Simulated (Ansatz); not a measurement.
# GaN (F-43m) in Ansatz: further runs

One crystal, GaN, is run at these levels: PBE; tasks: band structure, single point, equation of state.

All numbers are computed with Ansatz 0.2.0; they aren't measurements. Logs are shortened: lines on timing, memory, paths and dates and some standing lists are left out, and cuts for length are marked.

**Measured values to compare with.**

A printed reference work, textbook reports, for a bulk crystal of GaN at 0 K: band gap 3.299 eV (direct).

The runs below are set against these values where they give the same quantity.

## (1) The structure

It takes space group F-43m (No. 216, cubic). The conventional cell has a = 4.507 Å, b = 4.507 Å, c = 4.507 Å, α = 90.00°, β = 90.00°, γ = 90.00°. Around Ga (site symmetry -43m) lie 4 N at 1.95 Å. N (site symmetry -43m) is surrounded by 4 Ga at 1.95 Å.

The cell is a database's computed one.

## (2) Band structure, PBE

The input, input.yaml:

```yaml
crystal:
  lattice:
    - [0.0, 2.2535006075, 2.2535006075]
    - [2.2535006075, 0.0, 2.2535006075]
    - [2.2535006075, 2.2535006075, 0.0]
  atoms:
    - { symbol: Ga, position: [0.0, 0.0, 0.0] }
    - { symbol: "N", position: [0.25, 0.25, 0.25] }
hamiltonian:
  xc: pbe
  pseudopotentials: { kind: paw, core: small }
kpoints:
  mp_grid: { grid: [10, 10, 10] }
  band_path:
    path:
      - [[0.0, 0.0, 0.0], [0.5, 0.0, 0.5], [0.5, 0.25, 0.75], [0.375, 0.375, 0.75], [0.0, 0.0, 0.0], [0.5, 0.5, 0.5], [0.625, 0.25, 0.625], [0.5, 0.25, 0.75], [0.5, 0.5, 0.5], [0.375, 0.375, 0.75]]
      - [[0.625, 0.25, 0.625], [0.5, 0.0, 0.5]]
    npoints: 14
scf:
  occupations: { method: fermi_dirac, width: 0.05 }
  n_extra_bands: 6
output:
  forces: true
  stress: true
  eigenvalues: true
  fatbands: false
```

Potentials or basis: Ansatz PAW.

Run with:

```sh
> ansatz run input.yaml --threads 2 --pin off --max-ram 5120MiB --backend cpu --events-out ev --progress --plain --runs-dir out
```

What it wrote:

```text
Warning: of Ga the run reads no dataset of the core that `hamiltonian.pseudopotentials.core` asks for: this build lists none beside the file that it uses, or the input names that file
Warning: RAYON_NUM_THREADS=2 ignored (pool sized by the plan → 2); use --threads N
scf.n_extra_bands = 6 over 9 filled bands (N_el = 18.0): the run solves 15 bands
Engine: ansatz 0.2.0, x86_64-unknown-linux-gnu
Pseudopotentials: kind: paw
Pseudopotential: Ga, paw, valence charge 13, recommended cutoff 420 eV (normal), Ga.paw.azcp
Pseudopotential: N, paw, valence charge 5, recommended cutoff 420 eV (normal), N.paw.azcp
Functional definition: PBE
  parameter kappa = 0.804
  parameter beta = 0.06672455060314922
  exchange = pbe_x(kappa = kappa, mu = beta*pi^2/3)
  correlation = pbe_c(beta = beta)
Crystal: 2 atoms, lattice volume = 22.888 Å³
Basis set: ecut = 420 eV, 459 PW (Γ), exchange–correlation on 48×48×48 points (8 copies of the dense FFT grid, shifted against one another)
Bands: 15, of which v1, the nominal top of the filled ones, is band 9 counted from 1 (8 counted from 0)
Symmetry: 24 space group operations
Space group: F-43m (ITA 216), of the structure as read, at distance tolerance 2.8e-5 Å
k-points: 47 of 1000 (time reversal used)
Non-local potential: Ga, projectors of the file, l = 0: 2, l = 1: 2, l = 2: 3, l = 3: 1
Non-local potential: N, projectors of the file, l = 0: 2, l = 1: 2, l = 2: 1
PAW form: soft (Blöchl's): semilocal exchange-correlation on the pseudo side does not see the compensation charge
PAW one-centre angular grid: Ga, 590 points (default); XC on 64 Gauss nodes
PAW one-centre angular grid: N, 110 points (default); XC on 64 Gauss nodes
Initial density: superposition of atomic densities (neutral atoms: chi_scale 0, normalization atom), corrected by the library's trained network
Initial wavefunctions: pseudopotential atomic-orbital guess
Functional: x = pbe(κ = 0.804, μ = 0.2195149727645171), c = pbe(β = 0.06672455060314922)
SCF iter   1: F=—  HF=-4167.897834 eV  |F-HF|=—  |Δ(HF+E_count)|=         —  Δρ=6.26e-4  dr2=3.06e-5  ethr=1.77e-3  ⟨swp⟩=5.0  Hψ=3517  notcnv=0  defer=12
preconditioner: auto → none  [insulator: Δε(μ)=1.714 eV  Ē_g=21.518 eV  σ=0.050 eV  W_gap=1.00  n_scr=8 (ndim 8)  ℏωp=32.9 eV  f_vac=0.001  D(μ)=0.00/eV (n_scr^D=0)  ε∞_Penn≈3.3]
SCF iter   2: F=—  HF=-4167.898092 eV  |F-HF|=—  |Δ(HF+E_count)|=   2.58e-4  Δρ=3.37e-4  dr2=8.92e-6  ethr=1.70e-7  ⟨swp⟩=2.6  Hψ=1556  notcnv=0  defer=21
SCF iter   3: F=—  HF=-4167.898135 eV  |F-HF|=—  |Δ(HF+E_count)|=   4.29e-5  Δρ=1.27e-4  dr2=1.24e-6  ethr=4.96e-8  ⟨swp⟩=2.0  Hψ=1025  notcnv=0  defer=21
SCF iter   4: F=—  HF=-4167.898142 eV  |F-HF|=—  |Δ(HF+E_count)|=   6.95e-6  Δρ=2.43e-5  dr2=1.00e-7  ethr=6.90e-9  ⟨swp⟩=2.0  Hψ=1061  notcnv=0  defer=21
iter 5 did not close the SCF: its close was put off for the readings that it lacked (scf_convergence_deferred on its scf_iter line)
SCF iter   5: F=-4167.898142 eV  HF=-4167.898142 eV  |F-HF|=5.95e-9  |Δ(HF+E_count)|=   1.15e-8  Δρ=9.71e-6  dr2=8.86e-9  ethr=5.56e-10  ⟨swp⟩=2.0  Hψ=1061  notcnv=0  defer=21
SCF iter   6: F=-4167.898142 eV  HF=-4167.898142 eV  |F-HF|=3.00e-11  |Δ(HF+E_count)|=   9.06e-9  Δρ=1.84e-6  dr2=3.39e-10  ethr=4.92e-11  ⟨swp⟩=4.4  Hψ=2722  notcnv=0
SCF 1 converged in 6 iterations: F = -4167.898142 eV  dr2 = 3.39e-10
NSCF: frozen V_eff on 142 k-points
SCF converged after 6 iterations
Free energy (F): -4167.898142 eV
Harris-Foulkes:  -4167.898142 eV  (|F-HF|=3.00e-11)
Internal energy: -4167.898142 eV  (E = F + TS)
E sigma→0 (E₀):  -4167.898142 eV
Fermi energy:    10.552875 eV
--- Per-component energies (eV) ---
  E_band       = -5.647251
  E_kinetic    = 247.130756
  E_local      = -1949.939428  (includes V_loc(G=0)·N_el)
  E_nonlocal   = 474.306660
  E_hartree    = 897.107941
  E_xc         = -128.820137
  E_vxc        = -134.163832  (∫ρ·V_xc dr)
  E_paw        = -2120.249119  (= ΣΔE_a)
  E_vpaw       = -437.196919  (= ΣTr[D̂ρ^β])
  E_aug_tail   = 0.000139  (compensation charges beyond the density's cutoff)
  E_ewald      = -1587.434954
  E_smearing   = -0.000000  (= −TS)
  E_closure    = -0.000000  (closes the sum)
  Σ components = -4167.898142   (vs F -4167.898142, Δ=0.00e0)
--- Forces (eV/Å), atoms counted from 1 ---
  atom   1  Ga     0.00000000    -0.00000000     0.00000000
  atom   2  N     -0.00000000     0.00000000     0.00000000
  max |Σ_I F_I| component: 3.70e-17 eV/Å
--- Stress (GPa, compression-positive) ---
        5.026864      -0.000000      -0.000000
       -0.000000       5.026864       0.000000
       -0.000000       0.000000       5.026864
  P = ⅓ Tr σ = 5.0269 GPa (50.269 kbar)
--- Band table (eV; the first three rows and the last of 47) ---
  k-point 0: bands = ["-6.2813", "-3.8373", "-3.8373", "-3.8373", "-3.5203", "-3.5203", "9.6498", "9.6498", "9.6498", "11.3668", "19.9613", "19.9613", "19.9613", "27.2490", "28.4268"]
  k-point 1: bands = ["-6.1723", "-3.8238", "-3.8238", "-3.7975", "-3.5216", "-3.5216", "8.5499", "9.5440", "9.5440", "12.2259", "19.4633", "20.1242", "20.1242", "27.1053", "27.1053"]
  k-point 2: bands = ["-5.8994", "-3.7925", "-3.7925", "-3.6314", "-3.5204", "-3.5204", "6.7404", "9.2814", "9.2814", "13.3060", "18.6829", "20.3847", "20.3847", "26.0569", "26.3479"]
  k-point 46: bands = ["-5.2274", "-3.6972", "-3.6533", "-3.5229", "-3.4936", "-1.5720", "3.9009", "6.0621", "6.0913", "15.4783", "17.8458", "20.3681", "20.8404", "24.6784", "29.4170"]
```

It took 1.5 s on 2 threads of Intel Xeon Platinum 8375C at 2.90GHz (Ice Lake), shared host; peak memory 0.35 GiB.

Results:

```
Free energy             : -4167.8981 eV
Pressure                : 5.0 GPa
Band gap on the k mesh  : 1.72 eV, direct
Band gap along the path : 1.72 eV, direct
```

Levels at the corners of the path, in eV from the valence-band top:
| point | band 7 | band 8 | band 9 | band 10 | band 11 | band 12 |
| --- | --- | --- | --- | --- | --- | --- |
| Γ | 0.00 | 0.00 | 0.00 | 1.72 | 10.31 | 10.31 |
| X | -6.12 | -2.70 | -2.70 | 3.35 | 6.67 | 11.70 |
| W | -5.69 | -3.69 | -3.64 | 6.22 | 8.38 | 10.26 |
| K | -5.86 | -4.25 | -2.17 | 5.00 | 7.86 | 11.06 |
| Γ | 0.00 | 0.00 | 0.00 | 1.72 | 10.31 | 10.31 |
| L | -7.03 | -0.97 | -0.97 | 4.64 | 8.72 | 10.36 |
| U | -5.86 | -4.25 | -2.17 | 5.00 | 7.86 | 11.06 |
| W | -5.69 | -3.69 | -3.64 | 6.22 | 8.38 | 10.26 |
| L | -7.03 | -0.97 | -0.97 | 4.64 | 8.72 | 10.36 |
| K | -5.86 | -4.25 | -2.17 | 5.00 | 7.86 | 11.06 |
| U | -5.86 | -4.25 | -2.17 | 5.00 | 7.86 | 11.06 |
| X | -6.12 | -2.70 | -2.70 | 3.35 | 6.67 | 11.70 |

Caveat: the pressure holds a Pulay correction of +0.5 GPa for the finite cutoff.

## (3) Single point, PBE, 10.76 Å³/atom (volume scaled by 0.94)

The input, input.yaml:

```yaml
crystal:
  lattice:
    - [0.0, 2.2074978911, 2.2074978911]
    - [2.2074978911, 0.0, 2.2074978911]
    - [2.2074978911, 2.2074978911, 0.0]
  atoms:
    - { symbol: Ga, position: [0.0, 0.0, 0.0] }
    - { symbol: "N", position: [0.25, 0.25, 0.25] }
hamiltonian:
  xc: pbe
  pseudopotentials: { kind: paw, source: jth }
kpoints:
  mp_grid: { grid: [10, 10, 10] }
scf:
  occupations: { method: fermi_dirac, width: 0.05 }
output:
  forces: true
  stress: true
  eigenvalues: true
```

Potentials or basis: JTH PAW.

Run with:

```sh
> ansatz run input.yaml --threads 2 --pin off --max-ram 5120MiB --backend cpu --events-out ev --progress --plain --runs-dir out
```

Run time: 10 s. Hardware: 2 threads of Intel Xeon Platinum 8375C at 2.90GHz (Ice Lake), shared host; peak memory 0.82 GiB.

Results (log left out):

| Item | Value |
| --- | --- |
| Free energy | -4166.1029 eV |
| Pressure | 19.5 GPa |
| Band gap on the k mesh | 2.11 eV, direct |

## (4) Single point, PBE, 10.99 Å³/atom (volume scaled by 0.96)

input.yaml: that of step 3 with these lines changed.

```diff
@@ -2,5 +2,5 @@
   lattice:
-    - [0.0, 2.2074978911, 2.2074978911]
-    - [2.2074978911, 0.0, 2.2074978911]
-    - [2.2074978911, 2.2074978911, 0.0]
+    - [0.0, 2.2230441631, 2.2230441631]
+    - [2.2230441631, 0.0, 2.2230441631]
+    - [2.2230441631, 2.2230441631, 0.0]
   atoms:
```

Run with:

```sh
> ansatz run input.yaml --threads 2 --pin off --max-ram 5120MiB --backend cpu --events-out ev --progress --plain --runs-dir out
```

It took 11 s on 2 threads of Intel Xeon Platinum 8375C at 2.90GHz (Ice Lake), shared host; peak memory 0.83 GiB.

The run converged. Its results:

- Free energy: -4166.1510 eV
- Pressure: 14.4 GPa
- Band gap on the k mesh: 1.97 eV, direct

## (5) Single point, PBE, 11.21 Å³/atom (volume scaled by 0.98)

input.yaml: that of step 4 with these lines changed.

```diff
@@ -2,5 +2,5 @@
   lattice:
-    - [0.0, 2.2230441631, 2.2230441631]
-    - [2.2230441631, 0.0, 2.2230441631]
-    - [2.2230441631, 2.2230441631, 0.0]
+    - [0.0, 2.2383759866, 2.2383759866]
+    - [2.2383759866, 0.0, 2.2383759866]
+    - [2.2383759866, 2.2383759866, 0.0]
   atoms:
```

Run with:

```sh
> ansatz run input.yaml --threads 2 --pin off --max-ram 5120MiB --backend cpu --events-out ev --progress --plain --runs-dir out
```

Wall time 11 s (2 threads of Intel Xeon Platinum 8375C at 2.90GHz (Ice Lake), shared host); peak memory 0.84 GiB.

The run converged. Its results:

```
Free energy            : -4166.1853 eV
Pressure               : 9.8 GPa
Band gap on the k mesh : 1.84 eV, direct
```

## (6) Single point, PBE, 11.44 Å³/atom

input.yaml: that of step 5 with these lines changed.

```diff
@@ -2,5 +2,5 @@
   lattice:
-    - [0.0, 2.2383759866, 2.2383759866]
-    - [2.2383759866, 0.0, 2.2383759866]
-    - [2.2383759866, 2.2383759866, 0.0]
+    - [0.0, 2.2535006075, 2.2535006075]
+    - [2.2535006075, 0.0, 2.2535006075]
+    - [2.2535006075, 2.2535006075, 0.0]
   atoms:
```

Potentials or basis: JTH PAW.

Run with:

```sh
> ansatz run input.yaml --threads 2 --pin off --max-ram 5120MiB --backend cpu --events-out ev --progress --plain --runs-dir out
```

It took 11 s on 2 threads of Intel Xeon Platinum 8375C at 2.90GHz (Ice Lake), shared host; peak memory 0.84 GiB.

It converged, with:

```
Free energy            : -4166.2072 eV
Pressure               : 5.6 GPa
Band gap on the k mesh : 1.71 eV, direct
```

## (7) Single point, PBE, 11.67 Å³/atom (volume scaled by 1.02)

input.yaml: that of step 6 with these lines changed.

```diff
@@ -2,5 +2,5 @@
   lattice:
-    - [0.0, 2.2535006075, 2.2535006075]
-    - [2.2535006075, 0.0, 2.2535006075]
-    - [2.2535006075, 2.2535006075, 0.0]
+    - [0.0, 2.2684248875, 2.2684248875]
+    - [2.2684248875, 0.0, 2.2684248875]
+    - [2.2684248875, 2.2684248875, 0.0]
   atoms:
```

Run with:

```sh
> ansatz run input.yaml --threads 2 --pin off --max-ram 5120MiB --backend cpu --events-out ev --progress --plain --runs-dir out
```

It took 12 s on 2 threads of Intel Xeon Platinum 8375C at 2.90GHz (Ice Lake), shared host; peak memory 0.85 GiB.

Results (log left out):

| Item | Value |
| --- | --- |
| Free energy | -4166.2178 eV |
| Pressure | 1.9 GPa |
| Band gap on the k mesh | 1.59 eV, direct |

## (8) Single point, PBE, 11.90 Å³/atom (volume scaled by 1.04)

input.yaml: that of step 7 with these lines changed.

```diff
@@ -2,5 +2,5 @@
   lattice:
-    - [0.0, 2.2684248875, 2.2684248875]
-    - [2.2684248875, 0.0, 2.2684248875]
-    - [2.2684248875, 2.2684248875, 0.0]
+    - [0.0, 2.283155332, 2.283155332]
+    - [2.283155332, 0.0, 2.283155332]
+    - [2.283155332, 2.283155332, 0.0]
   atoms:
```

Run with:

```sh
> ansatz run input.yaml --threads 2 --pin off --max-ram 5120MiB --backend cpu --events-out ev --progress --plain --runs-dir out
```

Wall time 15 s (2 threads of Intel Xeon Platinum 8375C at 2.90GHz (Ice Lake), shared host); peak memory 0.86 GiB.

It converged, with:

| Property | Result |
| --- | --- |
| Free energy | -4166.2183 eV |
| Pressure | -1.5 GPa |
| Band gap on the k mesh | 1.46 eV, direct |

## (9) Single point, PBE, 12.13 Å³/atom (volume scaled by 1.06)

input.yaml: that of step 8 with these lines changed.

```diff
@@ -2,5 +2,5 @@
   lattice:
-    - [0.0, 2.283155332, 2.283155332]
-    - [2.283155332, 0.0, 2.283155332]
-    - [2.283155332, 2.283155332, 0.0]
+    - [0.0, 2.2976981147, 2.2976981147]
+    - [2.2976981147, 0.0, 2.2976981147]
+    - [2.2976981147, 2.2976981147, 0.0]
   atoms:
@@ -19 +19,5 @@
   eigenvalues: true
+  write_density: true
+  write_potential: true
+  elf: true
+  volumetric_format: npy
```

Potentials or basis: JTH PAW.

Run with:

```sh
> ansatz run input.yaml --threads 2 --pin off --max-ram 5120MiB --backend cpu --events-out ev --progress --plain --runs-dir out
```

Wall time 22 s (2 threads of Intel Xeon Platinum 8375C at 2.90GHz (Ice Lake), shared host); peak memory 0.89 GiB.

The run converged. Its results:

- Free energy: -4166.2097 eV
- Pressure: -4.5 GPa
- Band gap on the k mesh: 1.34 eV, direct

## (10) Equation of state, PBE

No new run: the results of the series are fitted here.

Results:

```yaml
Equilibrium_volume: 11.80 Å³/atom
Bulk_modulus: 172 GPa
Pressure_derivative_of_the_bulk_modulus: 4.4
```

Energy against volume, from the lowest point:
```tsv
volume (Å³/atom)	energy (meV/atom)
10.757	57.72
10.986	33.63
11.215	16.48
11.444	5.56
11.673	0.25
11.902	0.00
12.131	4.30
```

## (11) How close it comes

Step 2. Against the measured gap of GaN, 3.299 eV (direct; 0 K; a printed reference work, textbook), the calculated 1.72 eV is off by -1.58 eV. Spin-orbit coupling on Ga is left out. The value is that of PBE, without temperature or zero-point motion. Semilocal functionals fall short of measured gaps as a rule. The cell is a database's relaxed one, not the measured one, which moves gaps too.
